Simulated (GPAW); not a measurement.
Crystal: GaN.

```
Ga N
1.0
     3.18000    0.00000    0.00000
    -1.59000    2.75396    0.00000
     0.00000    0.00000    5.16600
Ga N
2 2
Direct
  0.66667 0.33333 0.50000
  0.33333 0.66667 0.00000
  0.66667 0.33333 0.87500
  0.33333 0.66667 0.37500
```

- Program: GPAW 26.7.0
- Task: relaxation of cell and atoms
- Functional: TPSS
- Dispersion: D3
- Potentials or basis: GPAW PAW data sets (gpaw-data 1.2.1)
- Cutoff: 800 eV
- Basis: pw
- k mesh: 7 × 7 × 4
- Occupations: fermi-dirac, width 0.05 eV
- Spin: no spin polarisation

At the start: pressure 10.1 GPa; volume 11.31 Å³/atom.

Task: How do energy, volume and symmetry change on relaxing?

Result: Over 18 steps the energy falls by 17.8 meV/atom and the volume is 11.83 Å³/atom (+4.6 %); space group P6_3mc (No. 186, to 0.05 Å).

The path:
| step | energy change (eV) | largest force (eV/Å) | pressure (GPa) | volume (Å³) |
| --- | --- | --- | --- | --- |
| 1 | 0.0000 | 0.1661 | 10.14 | 45.24 |
| 2 | -0.0164 | 0.1011 | 8.83 | 45.49 |
| 3 | -0.0406 | 0.0048 | 6.45 | 45.95 |
| 4 | -0.0616 | 0.0762 | 3.42 | 46.57 |
| 5 | -0.0703 | 0.1008 | 0.19 | 47.30 |
| 6 | -0.0680 | 0.0423 | -2.57 | 47.97 |
| 7 | -0.0682 | 0.0395 | -2.51 | 47.95 |
| 8 | -0.0687 | 0.0337 | -2.37 | 47.92 |
| 9 | -0.0693 | 0.0256 | -2.17 | 47.87 |
| 10 | -0.0699 | 0.0157 | -1.91 | 47.80 |
| 11 | -0.0706 | 0.0052 | -1.60 | 47.72 |
| 12 | -0.0710 | 0.0057 | -1.24 | 47.64 |
| 13 | -0.0712 | 0.0138 | -0.85 | 47.54 |
| 14 | -0.0713 | 0.0184 | -0.38 | 47.43 |
| 15 | -0.0710 | 0.0153 | 0.14 | 47.30 |
| 16 | -0.0711 | 0.0149 | 0.14 | 47.30 |
| 17 | -0.0711 | 0.0140 | 0.14 | 47.31 |
| 18 | -0.0711 | 0.0126 | 0.13 | 47.31 |

Final structure:
```
Ga N
1.0
     3.22546    0.00000    0.00000
    -1.61273    2.79333    0.00000
     0.00000    0.00000    5.25053
Ga N
2 2
Cartesian
  1.6127 0.9311 2.6216
  0.0000 1.8622 -0.0037
  1.6127 0.9311 4.5979
  0.0000 1.8622 1.9724
```

Caveat: the data sets keep Ga 3d, Li 1s and Be 1s frozen, and some such compounds lay over 1.5 % in volume off other programs; later steps reuse the first step's grids; the PAW data sets were made with another functional, which shifts forces and pressure a little.
